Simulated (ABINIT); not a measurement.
# Sb (R-3m) in ABINIT: settings compared

One crystal, Sb, is run at these levels: PBEsol, PBE; tasks: single point.

Everything below comes from runs of ABINIT 10.8.3 (patched build). Logs are shortened: lines on timing, memory, paths and dates and some standing lists are left out, and cuts for length are marked. The log counts tension as positive stress, the text compression.

## (1) Starting point

Symmetry: R-3m, No. 166, trigonal system. Conventional cell: a = 4.308 Å, b = 4.308 Å, c = 11.274 Å, α = 90.00°, β = 90.00°, γ = 120.00°. Sb (site symmetry 3m) has 3 Sb at 2.91 Å as nearest neighbours.

## (2) Single point, PBEsol

run.abi reads:

```
# Pseudopotentials
pp_dirpath "./"
pseudos "Sb.upf"

# Structure
acell 3*1.0 Angstrom
rprim
     2.1542000000     1.2437279499     3.7580000000
    -2.1542000000     1.2437279499     3.7580000000
     0.0000000000    -2.4874558998     3.7580000000
ntypat 1
znucl 51
natom 2
typat 1 1
xred
     0.7665100000     0.7665100000     0.7665100000
     0.2334900000     0.2334900000     0.2334900000

# Plane-wave basis
ecut 36.0

# k points
kptopt 1
ngkpt 6 6 6
nshiftk 1
shiftk 0.0 0.0 0.0

# Exchange and correlation
ixc -116133

# Bands and occupations
nband 19
occopt 3
tsmear 0.00183747

# SCF cycle
nstep 100
tolvrs 1.0e-10

# Output
iomode 3
prtwf 0
prtden 0
prteig 0
prtebands 0
prtvol 2
```

Potentials or basis: PseudoDojo NC SR PBEsol v0.4.1 standard.

Command:

```sh
abinit run.abi > log 2>&1
```

run.abo:

```text
.Version 10.8.3 of ABINIT
 Symmetries : space group R-3 m (#166); Bravais hR (rhombohedral)
================================================================================
 Values of the parameters that define the memory need of the present run
     intxc =       0    ionmov =       0      iscf =       7    lmnmax =       6
     lnmax =       6     mgfft =      48  mpssoang =       3    mqgrid =    3001
     natom =       2  nloc_mem =       1    nspden =       1   nspinor =       1
    nsppol =       1      nsym =      12    n1xccc =    2501    ntypat =       1
    occopt =       3   xclevel =       2
       mpw =        4225          nfft =      110592          nkpt =          32
================================================================================
================================================================================

--------------------------------------------------------------------------------
------------- Echo of variables that govern the present computation ------------
--------------------------------------------------------------------------------
 -outvars: echo values of preprocessed input variables --------
            acell      1.8897261259E+00  1.8897261259E+00  1.8897261259E+00 Bohr
              amu      1.21753000E+02
             ecut      3.60000000E+01 Hartree
              ixc     -116133
         kptrlatt        6    0    0      0    6    0      0    0    6
          kptrlen      4.88501762E+01
            natom           2
            nband          19
            ngfft          48      48      48
             nkpt          32
            nstep         100
             nsym          12
           ntypat           1
           occopt           3
           prtden           0
        prtebands           0
           prteig           0
           prtvol           2
            prtwf           0
            rprim      2.1542000000E+00  1.2437279499E+00  3.7580000000E+00
                      -2.1542000000E+00  1.2437279499E+00  3.7580000000E+00
                       0.0000000000E+00 -2.4874558998E+00  3.7580000000E+00
          spgroup         166
           tolvrs      1.00000000E-10
           tsmear      1.83747000E-03 Hartree
            typat      1  1
           xangst      6.5944698456E-17 -2.8312531642E-17  8.6416337400E+00
                      -7.1942261302E-18 -4.0728238676E-17  2.6323662600E+00
            xcart      1.2461741954E-16 -5.3502930734E-17  1.6330321049E+01
                      -1.3595117074E-17 -7.6965216688E-17  4.9744512945E+00
             xred      7.6651000000E-01  7.6651000000E-01  7.6651000000E-01
                       2.3349000000E-01  2.3349000000E-01  2.3349000000E-01
            znucl       51.00000

================================================================================

 chkinp: Checking input parameters for consistency.

================================================================================
== DATASET  1 ==================================================================

--- !DatasetInfo
iteration_state: {dtset: 1, }
dimensions: {natom: 2, nkpt: 32, mband: 19, nsppol: 1, nspinor: 1, nspden: 1, mpw: 4225, }
cutoff_energies: {ecut:  36.0, pawecutdg:  -1.0, }
electrons: {nelect:   3.00000000E+01, charge:   0.00000000E+00, occopt:   3.00000000E+00, tsmear:   1.83747000E-03, }
meta: {optdriver: 0, ionmov: 0, optcell: 0, iscf: 7, paral_kgb: 0, }
...

 Real(R)+Recip(G) space primitive vectors, cartesian coordinates (Bohr,Bohr^-1):
 R(1)=  4.0708480  2.3503052  7.1015908  G(1)=  0.1228245  0.0709128  0.0469378
 R(2)= -4.0708480  2.3503052  7.1015908  G(2)= -0.1228245  0.0709128  0.0469378
 R(3)=  0.0000000 -4.7006104  7.1015908  G(3)=  0.0000000 -0.1418256  0.0469378
 Unit cell volume ucvol=  4.0767684E+02 bohr^3
 Angles (23,13,12)=  5.71101732E+01  5.71101732E+01  5.71101732E+01 degrees

 getcut: wavevector=  0.0000  0.0000  0.0000  ngfft=  48  48  48
         ecut(hartree)=     36.000   => boxcut(ratio)=   2.08676

--- Pseudopotential description ------------------------------------------------
- pspini: atom type   1  psp file is ./Sb.upf
12 -116133 2 -1 1434                          pspcod,pspxc,lmax,lloc,mmax
     nproj     2     2     2

[... 80 lines left out ...]
   0.5000  0.0000  0.0000    1  4.73097E-07 kpt; spin; max resid(k); each band:
  8.28E-18 7.92E-18 1.20E-17 1.33E-17 4.98E-18 8.93E-18 1.03E-17 1.68E-17
  1.29E-17 9.71E-18 1.71E-16 1.20E-16 1.41E-17 1.08E-16 2.12E-16 2.60E-16
  7.28E-16 1.85E-17 4.73E-07
   0.1667  0.1667  0.0000    1  2.56315E-12 kpt; spin; max resid(k); each band:
[... 96 lines left out ...]
  1.01E-17 7.70E-18 2.41E-17 5.23E-18 2.75E-17 5.83E-18 1.17E-17 1.14E-17
  5.48E-18 7.27E-18 6.21E-17 4.87E-17 7.44E-16 1.15E-17 3.58E-16 2.14E-17
  2.47E-16 6.10E-14 1.69E-11
   0.5000  0.5000  0.3333    1  2.65264E-15 kpt; spin; max resid(k); each band:
  1.06E-17 1.02E-17 1.83E-17 6.06E-18 2.56E-17 4.88E-18 1.22E-17 1.24E-17
  6.91E-18 5.72E-18 2.10E-16 3.80E-17 3.75E-16 4.62E-17 5.25E-16 4.31E-17
  3.30E-16 1.78E-16 2.65E-15
  -0.3333  0.5000  0.3333    1  2.86632E-09 kpt; spin; max resid(k); each band:
  1.00E-17 9.43E-18 1.66E-17 2.01E-17 2.25E-17 1.10E-17 1.55E-17 7.52E-18
  5.18E-18 6.81E-18 1.51E-16 3.23E-17 1.82E-16 7.24E-16 2.55E-16 8.85E-17
  2.21E-13 2.52E-14 2.87E-09
   0.5000  0.5000  0.5000    1  4.25032E-15 kpt; spin; max resid(k); each band:
  1.01E-17 1.01E-17 6.34E-18 6.33E-18 2.38E-17 5.04E-18 5.06E-18 1.61E-17
  6.63E-18 6.64E-18 3.96E-16 3.79E-17 1.50E-17 1.53E-17 7.48E-17 1.50E-17
  8.98E-18 1.44E-15 4.25E-15
 reduced coordinates (array xred) for    2 atoms
       0.766510000000      0.766510000000      0.766510000000
       0.233490000000      0.233490000000      0.233490000000
 rms dE/dt=  5.0832E-03; max dE/dt=  5.0832E-03; dE/dt below (all hartree)
    1       0.005083234902      0.005083234902      0.005083234902
    2      -0.005083234902     -0.005083234902     -0.005083234902

 cartesian coordinates (angstrom) at end:
    1      0.00000000000000    -0.00000000000000     8.64163374000000
    2     -0.00000000000000    -0.00000000000000     2.63236626000000

 cartesian forces (hartree/bohr) at end:
    1      0.00000000000000     0.00000000000000    -0.00071578820278
    2     -0.00000000000000    -0.00000000000000     0.00071578820278
 frms,max,avg= 4.1326051E-04 7.1578820E-04   0.000E+00  0.000E+00  0.000E+00 h/b

 cartesian forces (eV/Angstrom) at end:
    1      0.00000000000000     0.00000000000000    -0.03680730928701
    2     -0.00000000000000    -0.00000000000000     0.03680730928701
 frms,max,avg= 2.1250710E-02 3.6807309E-02   0.000E+00  0.000E+00  0.000E+00 e/A
 length scales=  1.889726125908  1.889726125908  1.889726125908 bohr
              =  1.000000000000  1.000000000000  1.000000000000 angstroms
 Fermi (or HOMO) energy (hartree) =   0.25283   Average Vxc (hartree)=  -0.37848
 Eigenvalues (hartree) for nkpt=  32  k points:
 kpt#   1, nband= 19, wtk=  0.00463, kpt=  0.0000  0.0000  0.0000 (reduced coord)
  -0.82839   -0.82839   -0.82513   -0.82513   -0.82425   -0.82094   -0.82094   -0.82075
  -0.81793   -0.81793   -0.21625    0.07353    0.17632    0.18662    0.18662    0.32879
   0.35156    0.35156    0.44039
      occupation numbers for kpt#   1
   2.00000    2.00000    2.00000    2.00000    2.00000    2.00000    2.00000    2.00000
   2.00000    2.00000    2.00000    2.00000    2.00000    2.00000    2.00000    0.00000
   0.00000    0.00000    0.00000
 kpt#   2, nband= 19, wtk=  0.02778, kpt=  0.1667  0.0000  0.0000 (reduced coord)
  -0.82799   -0.82781   -0.82495   -0.82480   -0.82401   -0.82121   -0.82116   -0.82096
  -0.81851   -0.81835   -0.20498    0.03093    0.17790    0.18418    0.20146    0.31782
   0.32490    0.32674    0.41898
      occupation numbers for kpt#   2
   2.00000    2.00000    2.00000    2.00000    2.00000    2.00000    2.00000    2.00000
   2.00000    2.00000    2.00000    2.00000    2.00000    2.00000    2.00000    0.00000
   0.00000    0.00000    0.00000
 kpt#   3, nband= 19, wtk=  0.02778, kpt=  0.3333  0.0000  0.0000 (reduced coord)
[... 224 lines left out ...]
  -0.82708   -0.82611   -0.82440   -0.82420   -0.82319   -0.82207   -0.82148   -0.82139
  -0.82029   -0.81935   -0.13468   -0.06878    0.07956    0.10603    0.23802    0.26732
   0.40773    0.41110    0.46287
      occupation numbers for kpt#  31
   2.00000    2.00000    2.00000    2.00000    2.00000    2.00000    2.00000    2.00000
   2.00000    2.00000    2.00000    2.00000    2.00000    2.00000    1.99937    0.00075
   0.00000    0.00000    0.00000
 kpt#  32, nband= 19, wtk=  0.00463, kpt=  0.5000  0.5000  0.5000 (reduced coord)
  -0.82659   -0.82659   -0.82445   -0.82445   -0.82351   -0.82143   -0.82143   -0.82140
  -0.81991   -0.81991   -0.15959   -0.07916    0.20425    0.20425    0.23332    0.25656
   0.25656    0.29177    0.50967
      occupation numbers for kpt#  32
   2.00000    2.00000    2.00000    2.00000    2.00000    2.00000    2.00000    2.00000
   2.00000    2.00000    2.00000    2.00000    2.00000    2.00000    1.99995    0.23187
   0.23187    0.00000    0.00000
 Total charge density [el/Bohr^3]
)     Maximum=    1.4807E+00  at reduced coord.    0.6875    0.7292    0.8542
)Next maximum=    1.4807E+00  at reduced coord.    0.7292    0.6875    0.8542
)     Minimum=    3.2073E-03  at reduced coord.    0.2292    0.2292    0.2292
)Next minimum=    3.2073E-03  at reduced coord.    0.7708    0.7708    0.7708
   Integrated=    3.0000E+01

--- !EnergyTerms
iteration_state     : {dtset: 1, }
comment             : Components of total free energy in Hartree
kinetic             :  1.06320189605873E+02
hartree             :  4.42791991612770E+01
xc                  : -4.50135463350522E+01
Ewald energy        : -1.07854485019819E+02
psp_core            :  3.87901500957483E+00
local_psp           : -1.44866976811345E+02
non_local_psp       : -3.83086492278544E+01
internal            : -1.81565253617346E+02
'-kT*entropy'       : -9.97659436567012E-05
total_energy        : -1.81565353383289E+02
total_energy_eV     : -4.94064495980072E+03
band_energy         : -1.59636857460078E+01
...

 Cartesian components of stress tensor (hartree/bohr^3)
  sigma(1 1)=  4.17879189E-05  sigma(3 2)=  0.00000000E+00
  sigma(2 2)=  4.17879187E-05  sigma(3 1)=  0.00000000E+00
  sigma(3 3)=  5.29686779E-05  sigma(2 1)=  0.00000000E+00

-Cartesian components of stress tensor (GPa)         [Pressure= -1.3391E+00 GPa]
- sigma(1 1)=  1.22944302E+00  sigma(3 2)=  0.00000000E+00
- sigma(2 2)=  1.22944302E+00  sigma(3 1)=  0.00000000E+00
- sigma(3 3)=  1.55839231E+00  sigma(2 1)=  0.00000000E+00

== END DATASET(S) ==============================================================
================================================================================

 -outvars: echo values of variables after computation  --------
            acell      1.8897261259E+00  1.8897261259E+00  1.8897261259E+00 Bohr
           etotal     -1.8156535338E+02
            fcart      1.1856288487E-19  7.2642788349E-20 -7.1578820278E-04
                      -1.1856288487E-19 -7.2642788349E-20  7.1578820278E-04
            rprim      2.1542000000E+00  1.2437279499E+00  3.7580000000E+00
                      -2.1542000000E+00  1.2437279499E+00  3.7580000000E+00
                       0.0000000000E+00 -2.4874558998E+00  3.7580000000E+00
           strten      4.1787918911E-05  4.1787918731E-05  5.2968677909E-05
                       0.0000000000E+00  0.0000000000E+00  0.0000000000E+00
           xangst      6.5944698456E-17 -2.8312531642E-17  8.6416337400E+00
                      -7.1942261302E-18 -4.0728238676E-17  2.6323662600E+00
             xred      7.6651000000E-01  7.6651000000E-01  7.6651000000E-01
                       2.3349000000E-01  2.3349000000E-01  2.3349000000E-01
 Calculation completed.
```

Wall time 3.4 min (1 thread of Intel Xeon at 2.50GHz (Skylake/Cascade Lake), shared host); peak memory 0.12 GiB.

What came out:

```yaml
Free_energy: -4940.6450 eV
Pressure: -1.3 GPa
Largest_force: 0.037 eV/Å
Band_gap_on_the_k_mesh: none (metal or under the smearing width)
Valence_electrons_inside_the_program's_atomic_spheres: Sb 11.21 (radii [1.0584] Å)
```

Forces in eV/Å, atoms in the order of the input:
```
Sb   0.000  0.000 -0.037
Sb   0.000  0.000  0.037
```

Stress tensor (GPa, compression positive):
```
-1.23  0.00  0.00
 0.00 -1.23  0.00
 0.00  0.00 -1.56
```

The run has no spin-orbit coupling, so splittings on Sb are missing.

## (3) Single point, PBE

run.abi reads:

```
pp_dirpath "./"
pseudos "Sb.upf"

acell 8.5163565957 8.5163565957 8.5163565957
rprim
     0.4780034715     0.2759754330     0.8338766345
    -0.4780034715     0.2759754330     0.8338766345
     0.0000000000    -0.5519508659     0.8338766345
ntypat 1
znucl 51
natom 2
typat 1 1
xred
     0.7665100000     0.7665100000     0.7665100000
     0.2334900000     0.2334900000     0.2334900000

ecut 1088.455450 eV

kptopt 1
ngkpt 6 6 6
nshiftk 1
shiftk 0.0 0.0 0.0

ixc 11

nband 19
occopt 3
tsmear 0.00183747

nstep 100
tolvrs 1.0e-10

iomode 3
prtwf 0
prtden 0
prteig 0
prtebands 0
enunit 2
prtvol 2
```

Potentials or basis: PseudoDojo NC SR PBE v0.4.1 standard.

Command:

```sh
mpirun --bind-to none -np 4 abinit run.abi > log 2>&1
```

Wall time 33 s (4 MPI ranks of Arm Neoverse V1, shared host); peak memory 0.4 GiB.

Results (log left out):

* Free energy: -4949.9990 eV
* Pressure: 2.7 GPa
* Largest force: 0.094 eV/Å
* Band gap on the k mesh: none (metal or under the smearing width)
* Valence electrons inside the program's atomic spheres: Sb 11.21 (radii [1.0584] Å)

Forces on the atoms (eV/Å):
```
Sb   0.000  0.000 -0.094
Sb   0.000  0.000  0.094
```

Stress tensor (GPa, compression positive):
```
2.86 0.00 0.00
0.00 2.86 0.00
0.00 0.00 2.49
```

Levels at points of the mesh, in eV from the Fermi level:
```tsv
k point	band 12	band 13	band 14	band 15	band 16	band 17	band 18	band 19
(0.00, 0.00, 0.00)	-4.87	-2.11	-1.84	-1.84	2.06	2.67	2.67	5.11
(0.50, 0.00, 0.00)	-9.68	-1.98	-1.87	-0.34	-0.24	0.14	0.44	7.63
(0.50, 0.50, 0.00)	-8.04	-5.48	-3.80	-3.70	1.50	4.90	5.48	6.88
(0.50, 0.50, 0.50)	-9.04	-1.35	-1.35	-0.50	0.08	0.08	1.07	7.04
```

## (4) Single point, PBE

run.abi reads:

```
# Pseudopotentials
pp_dirpath "./"
pseudos "Sb.GGA_PBE-JTH_sp.xml"

# Structure
acell 3*1.0
rprim
     4.0708480177     2.3503051989     7.1015907763
    -4.0708480177     2.3503051989     7.1015907763
     0.0000000000    -4.7006103977     7.1015907763
ntypat 1
znucl 51
natom 2
typat 1 1
xred
     0.7665100000     0.7665100000     0.7665100000
     0.2334900000     0.2334900000     0.2334900000

# Plane-wave basis
ecut 299.325249 eV
pawecutdg 22.0
pawxcdev 0

# k points
kptopt 1
ngkpt 6 6 6
nshiftk 1
shiftk 0.0 0.0 0.0

# Exchange and correlation
ixc 11

# Bands and occupations
nband 9
occopt 3
tsmear 0.05 eV

# SCF cycle
nstep 100
tolvrs 1.0e-9

# Output
iomode 3
prtwf 0
prteig 0
prtebands 0
enunit 1
prtvol 2
prtden 1
prtvha 1
prtvclmb 1
prtpot 1
```

Potentials or basis: JTH PAW PBE v2.0 sp.

Command:

```sh
mpirun --bind-to none -np 4 abinit run.abi > log 2>&1
```

Wall time 3 s (4 MPI ranks of Arm Neoverse V2, shared host); peak memory 0.32 GiB.

Results (log left out):

| Quantity | Value |
| --- | --- |
| Free energy | -308.1487 eV |
| Largest force | 0.119 eV/Å |
| Band gap on the k mesh | none (metal or under the smearing width) |
| Valence electrons inside the program's atomic spheres | Sb 2.27 (radii [1.2207] Å) |

Forces on the atoms (eV/Å):
```
Sb   0.000  0.000 -0.119
Sb   0.000  0.000  0.119
```

Levels at points of the mesh, in eV from the Fermi level:
| k point | band 1 | band 2 | band 3 | band 4 | band 5 | band 6 | band 7 | band 8 | band 9 |
| --- | --- | --- | --- | --- | --- | --- | --- | --- | --- |
| (0.00, 0.00, 0.00) | -12.79 | -4.88 | -2.08 | -1.81 | -1.81 | 2.12 | 2.77 | 2.77 | 5.35 |
| (0.50, 0.00, 0.00) | -10.43 | -9.70 | -2.01 | -1.88 | -0.34 | -0.24 | 0.14 | 0.44 | 7.98 |
| (0.50, 0.50, 0.00) | -10.45 | -8.10 | -5.50 | -3.79 | -3.70 | 1.53 | 4.99 | 5.61 | 6.90 |
| (0.50, 0.50, 0.50) | -11.26 | -9.04 | -1.39 | -1.39 | -0.49 | 0.08 | 0.08 | 1.08 | 7.32 |

Caveat: the cutoff is too short for stress, so the log's stress isn't used; this set keeps more shells in the core, which shifts pressures and gaps.

## (5) The runs side by side

| level | potentials or basis | cutoff (eV) | fine-grid cutoff | gap on the mesh (eV) | pressure (GPa) | largest force (eV/Å) |
| --- | --- | --- | --- | --- | --- | --- |
| PBEsol | PseudoDojo NC SR PBEsol v0.4.1 standard | 980 | - | none | -1.3 | 0.04 |
| PBE | PseudoDojo NC SR PBE v0.4.1 standard | 1088 | - | none | 2.7 | 0.09 |
| PBE | JTH PAW PBE v2.0 sp | 299 | 598.65 eV | none | - | 0.12 |

Alike in all rows: task single point; no spin polarisation; cell as given; k mesh 6 × 6 × 6; smearing fermi-dirac 0.05 eV.

Caveats: this set keeps more shells in the core, which shifts pressures and gaps (some runs).

Total energies depend on the potentials used, so only differences within one code and one set of settings carry meaning.
